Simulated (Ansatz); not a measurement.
# GaN: the cost of one run

Method: DFT PBE, scalar-relativistic, plane waves, PAW, in Ansatz 0.2.0.

2 further runs of the same task are left out: 2 set aside as unsound or not needed.

## Step 1: The system as given

The cell holds 36 atoms (AlGa17N18): a = 7.653 Å, b = 7.653 Å, c = 7.653 Å, α = 78.22°, β = 78.22°, γ = 78.22°.

The coordinates of this cell stand in the input of its own run.

The host was relaxed before at PBE: a = 3.218 Å, b = 3.218 Å, c = 5.243 Å, α = 90.00°, β = 90.00°, γ = 120.00° (conventional cell), 11.758 Å³/atom.

Places, in fractions of the supercell: Al in place of Ga at (0.389, 0.389, 0.722). The start keeps the symmetry of the ideal site.

## Step 2: Band edges of the host over the zone

input.yaml reads:

```yaml
crystal:
  lattice:
    - [3.2183571346, 0.0, 0.0]
    - [-1.6091785673, 2.787179037, 0.0]
    - [0.0, 0.0, 5.2431089459]
  atoms:
    - { symbol: Ga, position: [0.6666666667, 0.3333333333, 0.4991348446] }
    - { symbol: Ga, position: [0.3333333333, 0.6666666667, 0.9991348446] }
    - { symbol: "N", position: [0.6666666667, 0.3333333333, 0.8758651554] }
    - { symbol: "N", position: [0.3333333333, 0.6666666667, 0.3758651554] }
basis:
  ecutwfc: 420
  xc_grid: 2
kpoints:
  mp_grid: { grid: [9, 9, 6] }
  band_path: { path: [VBM, CBM], npoints: 2 }
hamiltonian:
  xc: pbe
scf:
  occupations: { method: gaussian, width: 0.02 }
output:
  forces: true
  stress: true
  eigenvalues: true
```

Run with:

```console
$ ansatz run input.yaml --threads 8 --pin off --max-ram 16384MiB --backend cpu --events-out ev --progress --plain --runs-dir out
```

Q: Estimate wall time and peak memory on 8 threads of Arm Neoverse V1, shared host.

About 1.8 s, with a peak of 0.44 GiB.
